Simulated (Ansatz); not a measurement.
# Pt: further runs on the relaxed cell

The task here is to estimate one member of a computed series from the others.

Program: Ansatz 0.2.0. Level of theory: DFT PBEsol, scalar-relativistic, plane waves, PAW. These are calculated values, not measurements.

1 further run of the same task is left out (set aside as unsound or not needed).

## The starting structure

It takes space group Fm-3m (No. 225, cubic). Conventional cell: a = 3.918 Å, b = 3.918 Å, c = 3.918 Å, α = 90.00°, β = 90.00°, γ = 90.00°. Pt (site symmetry m-3m) is surrounded by 12 Pt at 2.77 Å.

Structure file:

```cif
data_structure
_symmetry_space_group_name_H-M 'P 1'
_symmetry_Int_Tables_number 1
_cell_length_a 2.7705
_cell_length_b 2.7705
_cell_length_c 2.7705
_cell_angle_alpha 60.000
_cell_angle_beta 60.000
_cell_angle_gamma 60.000
_cell_volume 15.04
loop_
_atom_site_label
_atom_site_type_symbol
_atom_site_fract_x
_atom_site_fract_y
_atom_site_fract_z
_atom_site_occupancy
Pt1 Pt 0.00000 0.00000 0.00000 1
```

This cell was relaxed beforehand with the same method: volume 15.04 Å³/atom, gap on the mesh none (metal).

The first run:

input.yaml reads:

```yaml
crystal:
  lattice:
    - [0.0, 1.9590400275, 1.9590400275]
    - [1.9590400275, 0.0, 1.9590400275]
    - [1.9590400275, 1.9590400275, 0.0]
  atoms:
    - { symbol: Pt, position: [0.0, 0.0, 0.0] }
basis:
  ecutwfc: 420
kpoints:
  mp_grid: { grid: [18, 18, 18] }
  band_path:
    path:
      - [[0.0, 0.0, 0.0], [0.5, 0.0, 0.5], [0.625, 0.25, 0.625]]
      - [[0.375, 0.375, 0.75], [0.0, 0.0, 0.0], [0.5, 0.5, 0.5], [0.5, 0.25, 0.75], [0.5, 0.0, 0.5]]
    npoints: 14
hamiltonian:
  xc: pbesol
scf:
  occupations: { method: gaussian, width: 0.1 }
  n_extra_bands: 6
output:
  forces: true
  stress: true
  eigenvalues: true
  populations: true
  dos: { projected: true, de: 0.02, nscf_kmesh: { grid: [27, 27, 27] } }
  bader: true
  write_density: true
  write_potential: true
  elf: true
  volumetric_format: npy
```

Command:

```
ansatz run input.yaml --threads 1 --pin off --max-ram 2560MiB --backend cpu --events-out ev --progress --plain --runs-dir out
```

Among the steps run: Electronic structure at the relaxed geometry; The cell as listed, for comparison; Point at V/V0 = 0.97; Volume × 1.03; Point at V/V0 = 0.94; Volume × 1.06; Point at V/V0 = 0.91; The cell scaled to 1.10 of its volume; Volume × 0.88.

One table of the session follows, with a row left open; its other results are not shown here.

It belongs to the step «Fit of the equation of state». 

```
volume (Å³/atom)  energy above the lowest point (meV/atom)  pressure (GPa)
          13.233                                     253.1           51.58
          13.684                                         ?               ?
          14.135                                      54.8           20.97
          14.586                                      12.7            9.49
          15.037                                       0.0           -0.01
          15.488                                      11.7           -7.85
          15.939                                      43.4          -14.31
          16.541                                     110.9          -21.15
```

Q: Estimate the row for volume (Å³/atom) = 13.684 from the others.

Worked estimate for «energy above the lowest point (meV/atom)». A straight line through the neighbours (13.233, 253.1) and (14.135, 54.8) gives 253.1 + (54.8 − 253.1) × (13.684 − 13.233) / (14.135 − 13.233) = 154.0; a parabola fitted to 3 rows on both sides gives 134.9.

**Answer.** energy above the lowest point (meV/atom): 132.4; pressure (GPa): 34.84. In «energy above the lowest point (meV/atom)» the line misses by +21.6 and the parabola by +2.5.
